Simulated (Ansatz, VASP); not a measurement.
## GaN in VASP and in Ansatz

```xyz
2
Lattice="0.0000 2.2276 2.2276 2.2276 0.0000 2.2276 2.2276 2.2276 0.0000" Properties=species:S:1:pos:R:3 pbc="T T T"
Ga    0.0000    0.0000    0.0000
N     1.1138    1.1138    1.1138
```

Alike in both runs: task single point; functional LDA; k mesh 10 × 10 × 10; occupations gaussian, width 0.02 eV; no spin polarisation.

```csv
,VASP,Ansatz
version,VASP 6.6.1,Ansatz 0.2.0
potentials or method,"VASP PAW LDA potentials, release 64 (Ga_d, N)","scalar-relativistic, plane waves, PAW"
plane-wave cutoff (eV),520,420
valence electrons in the cell,18,18
```

Ansatz gave:

| Quantity | Value |
| --- | --- |
| gap on the k mesh at the Fermi level (eV) | 1.96 |
| least direct gap on the mesh (eV) | 1.96 |
| pressure (GPa) | 0.0 |

Problem. What did VASP give for the same quantities?

Solution. gap on the k mesh at the Fermi level (eV): 1.97; least direct gap on the mesh (eV): 1.97; pressure (GPa): 1.1.

Ansatz warned: «pseudo_functional_mismatch».

A hybrid or GW would open this gap; LDA tends to underestimate it.
